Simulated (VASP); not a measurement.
# Ca (Im-3m) in VASP: further runs

One crystal, Ca, is run at these levels: PBEsol; tasks: relaxation of cell and atoms.

Everything below comes from runs of VASP 6.6.1. Logs are shortened: lines on timing, memory, paths and dates and some standing lists are left out, and cuts for length are marked.

### 1 Starting point

Symmetry: Im-3m, No. 229, cubic system. The conventional cell has a = 4.480 Å, b = 4.480 Å, c = 4.480 Å, α = 90.00°, β = 90.00°, γ = 90.00°. Ca (site symmetry m-3m) has 8 Ca at 3.88 Å as nearest neighbours.

This isn't the form of Ca at room conditions, which is fcc.

### 2 Relaxation of cell and atoms, PBEsol, target pressure 2 GPa, at which the enthalpy is minimised

Input file INCAR:

```
PREC = Accurate
ENCUT = 600
EDIFF = 1E-7
ISMEAR = -1
SIGMA = 0.05
LREAL = F
LASPH = T
NELM = 80
ALGO = Normal
ISIF = 3
LWAVE = F
LCHARG = F
GGA = PS
IBRION = 2
NSW = 40
EDIFFG = -0.01
PSTRESS = 20
```

Input file KPOINTS:

```
Automatic mesh
0
Gamma
  8 8 8
```

Input file POSCAR:

```
Ca
1.0
   -2.2400000000      2.2400000000      2.2400000000
    2.2400000000     -2.2400000000      2.2400000000
    2.2400000000      2.2400000000     -2.2400000000
Ca
1
Direct
    0.0000000000      0.0000000000      0.0000000000
```

Potentials or basis: VASP PAW PBE potentials, release 64 (Ca_sv).

Started as:

```sh
$ cat potpaw_PBE.64/Ca_sv/POTCAR > POTCAR
$ mpirun -np 1 vasp_std > vasp.out
```

OUTCAR:

```text
PREC = Accurate
   ENCUT = 600
   EDIFF = 1E-7
   ISMEAR = -1
   LREAL = F
   LASPH = T
   NELM = 80
   ISIF = 3
   GGA = PS
   IBRION = 2
   NSW = 40
   EDIFFG = -0.01
   PSTRESS = 20

 ion  position               nearest neighbor table
   1  0.000  0.000  0.000-

  LATTYP: Found a body centered cubic cell.
 ALAT       =     4.4800000000

  Lattice vectors:

 A1 = (  -2.2400000000,   2.2400000000,   2.2400000000)
 A2 = (   2.2400000000,  -2.2400000000,   2.2400000000)
 A3 = (   2.2400000000,   2.2400000000,  -2.2400000000)

Analysis of symmetry for initial positions (statically):
=====================================================================
 Subroutine PRICEL returns:
 Original cell was already a primitive cell.

 Routine SETGRP: Setting up the symmetry group for a
 body centered cubic supercell.

 Subroutine GETGRP returns: Found 48 space group operations
 (whereof 48 operations were pure point group operations)
 out of a pool of 48 trial point group operations.

The static configuration has the point symmetry O_h .

Analysis of symmetry for dynamics (positions and initial velocities):
=====================================================================
 Subroutine PRICEL returns:
 Original cell was already a primitive cell.

 Routine SETGRP: Setting up the symmetry group for a
 body centered cubic supercell.

 Subroutine GETGRP returns: Found 48 space group operations
 (whereof 48 operations were pure point group operations)
 out of a pool of 48 trial point group operations.

The dynamic configuration has the point symmetry O_h .

 Subroutine INISYM returns: Found 48 space group operations
 (whereof 48 operations are pure point group operations),
 and found     1 'primitive' translations

----------------------------------------------------------------------------------------

                                     Primitive cell

  volume of cell :      44.9577

  direct lattice vectors                    reciprocal lattice vectors
    -2.240000000  2.240000000  2.240000000     0.000000000  0.223214286  0.223214286
     2.240000000 -2.240000000  2.240000000     0.223214286  0.000000000  0.223214286
     2.240000000  2.240000000 -2.240000000     0.223214286  0.223214286  0.000000000

  length of vectors
     3.879793809  3.879793809  3.879793809     0.315672670  0.315672670  0.315672670

  position of ions in fractional coordinates (direct lattice)
     0.000000000  0.000000000  0.000000000

  ion indices of the primitive-cell ions
   primitive index   ion index
                 1           1

----------------------------------------------------------------------------------------

 KPOINTS: Automatic mesh

Automatic generation of k-mesh.
 Grid dimensions read from file:
 generate k-points for:    8    8    8

 Generating k-lattice:

  Cartesian coordinates                     Fractional coordinates (reciprocal lattice)
     0.000000000  0.027901786  0.027901786     0.125000000  0.000000000  0.000000000
     0.027901786  0.000000000  0.027901786     0.000000000  0.125000000  0.000000000
     0.027901786  0.027901786  0.000000000     0.000000000  0.000000000  0.125000000

  Length of vectors
     0.039459084  0.039459084  0.039459084

  Shift w.r.t. Gamma in fractional coordinates (k-lattice)
     0.000000000  0.000000000  0.000000000

 Subroutine IBZKPT returns following result:
 ===========================================

 Found     29 irreducible k-points:

 Following reciprocal coordinates:
            Coordinates               Weight
  0.000000  0.000000  0.000000      1.000000
  0.125000  0.000000  0.000000     12.000000
  0.250000  0.000000  0.000000     12.000000
  0.375000  0.000000  0.000000     12.000000
  0.500000  0.000000  0.000000      6.000000
  0.125000  0.125000  0.000000     24.000000
[... 16 lines left out ...]
 -0.250000  0.250000  0.250000      6.000000
 -0.375000  0.375000  0.250000     24.000000
 [... further k-points ...]
   k-points           NKPTS =     29   k-points in BZ     NKDIM =     29   number of bands    NBANDS=      9
   number of dos      NEDOS =    301   number of ions     NIONS =      1
   total plane-waves  NPLWV =  32768
   dimension x,y,z NGX =    32 NGY =   32 NGZ =   32
   dimension x,y,z NGXF=    64 NGYF=   64 NGZF=   64
   ions per type =               1
   NGX,Y,Z   is equivalent  to a cutoff of  13.71, 13.71, 13.71 a.u.
   NGXF,Y,Z  is equivalent  to a cutoff of  27.42, 27.42, 27.42 a.u.
 SYSTEM =  unknown system
   PREC   = accura    normal or accurate (medium, high low for compatibility)
   ISTART =      0    job   : 0-new  1-cont  2-samecut
   ICHARG =      2    charge: 1-file 2-atom 10-const
   ISPIN  =      1    spin polarized calculation?
   LNONCOLLINEAR =      F non collinear calculations
   LSORBIT =      F    spin-orbit coupling
   LASPH  =      T    aspherical Exc in radial PAW
   ENCUT  =  600.0 eV  44.10 Ry    6.64 a.u.   7.75  7.75  7.75*2*pi/ulx,y,z
   NELM   =     80;   NELMIN=  2; NELMDL= -5     # of ELM steps
   EDIFF  = 0.1E-06   stopping-criterion for ELM
   LREAL  =      F    real-space projection
   EDIFFG = -.1E-01   stopping-criterion for IOM
   NSW    =     40    number of steps for IOM
   IBRION =      2    ionic relax: 0-MD 1-quasi-New 2-CG
   NFREE  =      1    steps in history (QN), initial steepest desc. (CG)
   ISIF   =      3    stress and relaxation
   ISYM   =      2    0-nonsym 1-usesym 2-fastsym
   POTIM  = 0.5000    time-step for ionic-motion
   TEBEG  =    0.0;   TEEND  =   0.0 temperature during run
   PSTRESS=   20.0 pullay stress
   NELECT =      10.0000    total number of electrons
   NUPDOWN=      -1.0000    fix difference up-down
   EMIN   =  10.00;   EMAX   =-10.00  energy-range for DOS
   EFERMI =   0.00;   METHOD = LEGACY
   ISMEAR =    -1;   SIGMA  =   0.05  broadening in eV -4-tet -1-fermi 0-gaus
   EFERMI_NEDOS =   21; number of points for ismear=-14 and -15
   IALGO  =     38    algorithm
   IMIX   =      4    mixing-type and parameters
     AMIX     =   0.40;   BMIX     =  1.00
     AMIX_MAG =   1.60;   BMIX_MAG =  1.00
  volume/ion in A,a.u.               =      44.96       303.39
  Fermi-wavevector in a.u.,A,eV,Ry     =   0.991913  1.874443 13.386649  0.983891
  Thomas-Fermi vector in A             =   2.123688
   LORBIT       =      0    0 simple, 1 ext, 2 COOP (PROOUT), +10 PAW based schemes
   GGA     = PS    functional components
   LHFCALC =     F    Hartree Fock is set to
   AEXX    =    0.0000 exact exchange contribution
   IVDW    =     0    specifies the selected vdW correction
   LEPSILON=     F    determine dielectric tensor
   LRPA    =     F    only Hartree local field effects (RPA)
 conjugate gradient relaxation of ions
 non-spin polarized calculation
  energy-cutoff  :      600.00
  volume of cell :       44.96
 maximum number of plane-waves:      1509
   NGX = 15   NGY = 15   NGZ = 15

--------------------------------------- Ionic step        1  -------------------------------------------

 number of electron      10.0000000 magnetization

 Free energy of the ion-electron system (eV)
  ---------------------------------------------------
  ext. energy  EPLUGINS =         0.00000000
  ---------------------------------------------------
  free energy    TOTEN  =        -2.10050256 eV

  energy without entropy =       -2.08741411  energy(sigma->0) =       -2.09395833

------------------------ aborting loop because EDIFF is reached ----------------------------------------

  FORCE on cell =-STRESS in cart. coord.  units (eV):
  Direction    XX          YY          ZZ          XY          YZ          ZX
  --------------------------------------------------------------------------------------
  -------------------------------------------------------------------------------------
  Total       -0.4258568     -0.4258568     -0.4258568      0.0000000     -0.0000000      0.0000000
  in kB      -15.1764480    -15.1764480    -15.1764480      0.0000000     -0.0000000      0.0000000
  external PRESSURE =     -35.1764480 kB  Pullay stress =      20.0000000 kB
[... 96 lines left out ...]
  enthalpy is  TOTEN    =        -1.6446700903 eV   P V=        0.4579213113

--------------------------------------- Ionic step        4  -------------------------------------------

 number of electron      10.0000001 magnetization

 Free energy of the ion-electron system (eV)
  ---------------------------------------------------
  ext. energy  EPLUGINS =         0.00000000
  ---------------------------------------------------
  free energy    TOTEN  =        -2.09990315 eV

  energy without entropy =       -2.09056549  energy(sigma->0) =       -2.09523432

 E-fermi :   2.5153     XC(G=0):  -8.2846

 val. band max:        2.5144533481   @ k =   0.5000   0.5000   0.2500
 cond. band min:       2.5245509379   @ k =   0.5000   0.5000   0.3750
 fundamental gap:      0.0100975899
 Fermi energy:         2.5153366262

 k-point     1 :       0.0000    0.0000    0.0000
  band No.  band energies     occupation
      1     -38.9733      2.00000
      2     -19.9376      2.00000
      3     -19.9376      2.00000
      4     -19.9376      2.00000
      5      -1.7896      2.00000
      6       5.0420      0.00000
      7       5.0420      0.00000
      8       5.0420      0.00000
      9       6.2830      0.00000
[... 265 lines left out ...]
 k-point    24 :      -0.3750    0.3750    0.2500
  band No.  band energies     occupation
      1     -38.9362      2.00000
      2     -20.1170      2.00000
      3     -20.0499      2.00000
      4     -20.0266      2.00000
      5       1.5120      2.00000
      6       3.2109      0.00000
      7       4.9010      0.00000
      8       5.1307      0.00000
      9       6.4550      0.00000

 [... further k-points ...]
[... 5 lines left out ...]
  --------------------------------------------------------------------------------------
  -------------------------------------------------------------------------------------
  Total        0.4573753      0.4573753      0.4573753      0.0000000      0.0000000     -0.0000000
  in kB       20.0978458     20.0978458     20.0978458      0.0000000      0.0000000     -0.0000000
  external PRESSURE =       0.0978458 kB  Pullay stress =      20.0000000 kB
[... 16 lines left out ...]
  FREE ENERGIE OF THE ION-ELECTRON SYSTEM (eV)
  ---------------------------------------------------
  free  energy   TOTEN  =        -2.0999031542 eV

  energy  without entropy=       -2.0905654858  energy(sigma->0) =       -2.09523432

  enthalpy is  TOTEN    =        -1.6447545905 eV   P V=        0.4551485637

 reached required accuracy - stopping structural energy minimisation
```

It took 19 s on 1 thread of Intel Xeon 6975P-C (Granite Rapids), shared host; peak memory 0.19 GiB.

What came out:

- Free energy: -2.0999 eV
- Relaxed volume: 36.46 Å³/atom
- Relaxed cell: a = 3.618 Å, b = 3.618 Å, c = 3.618 Å, α = 109.47°, β = 109.47°, γ = 109.47°
- Space group after relaxing (to 0.05 Å): Im-3m (No. 229)
- Energy change on relaxing (the enthalpy is what falls): +0.6 meV/atom
- Ionic steps: 4
- Pressure after relaxing: 2.0 GPa
- Band gap on the k mesh: none (metal or under the smearing width)

The path:
| step | energy change (eV) | largest force (eV/Å) | pressure (GPa) | volume (Å³) |
| --- | --- | --- | --- | --- |
| 1 | 0.0000 | 0.0000 | -1.52 | 44.96 |
| 2 | -0.0191 | 0.0000 | 0.71 | 38.84 |
| 3 | -0.0021 | 0.0000 | 1.87 | 36.68 |
| 4 | 0.0006 | 0.0000 | 2.01 | 36.46 |

Final structure:
```cif
data_structure
_symmetry_space_group_name_H-M 'P 1'
_symmetry_Int_Tables_number 1
_cell_length_a 3.6181
_cell_length_b 3.6181
_cell_length_c 3.6181
_cell_angle_alpha 109.471
_cell_angle_beta 109.471
_cell_angle_gamma 109.471
_cell_volume 36.46
loop_
_atom_site_label
_atom_site_type_symbol
_atom_site_fract_x
_atom_site_fract_y
_atom_site_fract_z
_atom_site_occupancy
Ca1 Ca 0.00000 0.00000 0.00000 1
```

Levels at points of the mesh, in eV from the Fermi level:
```csv
k point,band 1,band 2,band 3,band 4,band 5,band 6,band 7,band 8,band 9
"(0.00, 0.00, 0.00)",-41.49,-22.45,-22.45,-22.45,-4.30,2.53,2.53,2.53,3.77
"(0.50, 0.00, 0.00)",-41.46,-22.69,-22.53,-22.45,-0.98,0.18,1.39,3.69,4.11
"(0.50, 0.50, 0.50)",-41.44,-22.62,-22.62,-22.62,-0.11,-0.11,4.58,4.58,4.58
```

Caveat: the cell is relaxed towards a set pressure, so the enthalpy falls and the energy may rise; the volume moved by over 15 % at a fixed basis, so the end points are rough; the PAW data sets were made with another functional, which shifts forces and pressure a little.

[end of part 1 of 3]
